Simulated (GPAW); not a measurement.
Crystal: CaO.

```
Ca O
1.0
     0.00000    2.40356    2.40356
     2.40356    0.00000    2.40356
     2.40356    2.40356    0.00000
Ca O
1 1
Direct
  0.00000 0.00000 0.00000
  0.50000 0.50000 0.50000
```

The cell is a database's computed one.

Base run:

- Program: GPAW 26.7.0
- Functional: PBEsol
- Potentials or basis: PAW data sets generated in the run's folder for this functional
- Cutoff: 800 eV
- Basis: pw
- k mesh: 10 × 10 × 10
- Occupations: fermi-dirac, width 0.05 eV
- Spin: no spin polarisation

Its results: band gap on the k mesh 3.59 eV, indirect (least direct gap 3.97 eV); pressure -2.1 GPa.

Question: The run is repeated on the same cell with these changes: functional from PBEsol to r2SCAN; potentials or basis from PAW data sets generated in the run's folder for this functional to GPAW PAW data sets (gpaw-data 1.2.1). What comes out?

Answer: Band gap on the k mesh 4.24 eV, indirect (least direct gap 4.62 eV); pressure 0.0 GPa.

Caveats: the PAW data sets were made with another functional, which shifts forces and pressure a little (some runs).

Not every run made on this cell is shown here.
